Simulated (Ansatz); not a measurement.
# Gd (P6_3/mmc): equation of state

One table from this session's results is given with a row withheld; the runs are named, their logs left out.

Computed with Ansatz 0.2.0 (DFT PBE+U (U_eff = 6 eV on Gd 4f), scalar-relativistic, plane waves, PAW, unless a step's input says otherwise).

## The starting structure

It takes space group P6_3/mmc (No. 194, hexagonal). The conventional cell has a = 3.653 Å, b = 3.653 Å, c = 5.848 Å, α = 90.00°, β = 90.00°, γ = 120.00°. Gd (site symmetry -6m2) is surrounded by 12 Gd at 3.61 to 3.65 Å.

Structure file:

```cif
data_structure
_symmetry_space_group_name_H-M 'P6_3/mmc'
_symmetry_Int_Tables_number 194
_cell_length_a 3.6534
_cell_length_b 3.6534
_cell_length_c 5.8476
_cell_angle_alpha 90.000
_cell_angle_beta 90.000
_cell_angle_gamma 120.000
_cell_volume 67.59
loop_
_atom_site_label
_atom_site_type_symbol
_atom_site_symmetry_multiplicity
_atom_site_Wyckoff_symbol
_atom_site_fract_x
_atom_site_fract_y
_atom_site_fract_z
_atom_site_occupancy
Gd1 Gd 2 c 0.33333 0.66667 0.25000 1
```

This cell comes from an earlier session at PBE+U (U_eff = 6 eV on Gd 4f): 33.796 Å³/atom at -0.01 GPa, on a 14×14×8 mesh.

Volume factors to run: 0.980, 1.020, 0.960, 1.040.

Set-up of the first run:

input.yaml reads:

```yaml
crystal:
  lattice:
    - [3.6288557224, 0.0, 0.0]
    - [-1.8144278612, 3.1426812422, 0.0]
    - [0.0, 0.0, 5.8083545799]
  atoms:
    - { symbol: Gd, position: [0.3333333333, 0.6666666667, 0.25], spin: 8.25 }
    - { symbol: Gd, position: [0.6666666667, 0.3333333333, 0.75], spin: 8.25 }
basis:
  ecutwfc: 420
  ecutrho_ratio: 4
kpoints:
  mp_grid: { grid: [14, 14, 8] }
hamiltonian:
  xc: pbe
  hubbard:
    sites:
      - { species: Gd, l: f, u_eff: 6.0, starting_ns: start.occupation_matrices }
    ns_hold: { iters: 6 }
scf:
  occupations: { method: gaussian, width: 0.05 }
  lower_state_search: "off"
output:
  forces: true
  stress: true
  eigenvalues: true
  populations: true
magnetization:
  spin_polarized: true
relax:
  f_tol: 0.01
  max_steps: 40
  cell: { stress_tol: 0.1, fix: [volume] }
```

The open shells start from the occupation matrices of the run at the neighbouring geometry (file start.occupation_matrices).

Command:

```bash
$ ansatz run input.yaml --threads 2 --pin off --max-ram 5120MiB --backend cpu --events-out ev --progress --plain --runs-dir out
```

Steps of the session up to this table: At 0.980 of the relaxed volume; At 1.020 of the relaxed volume; At 0.960 of the relaxed volume; Scaling the volume by 1.040.

One of the session's tables, all rows but one given; the rest of the session is left out.

It belongs to the step «Energy and pressure against volume». 

| volume (Å³/atom) | energy (meV/atom) | pressure (GPa) |
| --- | --- | --- |
| 32.444 | 6.75 | 1.65 |
| 33.120 | 1.63 | 0.79 |
| 33.796 | 0.00 | -0.01 |
| 34.472 | ? | ? |
| 35.148 | 6.14 | -1.41 |

**Question.** Estimate the row for volume (Å³/atom) = 34.472.

Worked estimate for «energy (meV/atom)». A straight line through the neighbours (33.796, 0.00) and (35.148, 6.14) gives 0.00 + (6.14 − 0.00) × (34.472 − 33.796) / (35.148 − 33.796) = 3.07; a parabola fitted to 3 rows on both sides gives 1.50.

The run gave: energy (meV/atom): 1.59; pressure (GPa): -0.74. In «energy (meV/atom)» the line misses by +1.48 and the parabola by -0.09.

Caveats from the session: Warnings in the runs' records: filled band counts differ across k points, stability check not made.
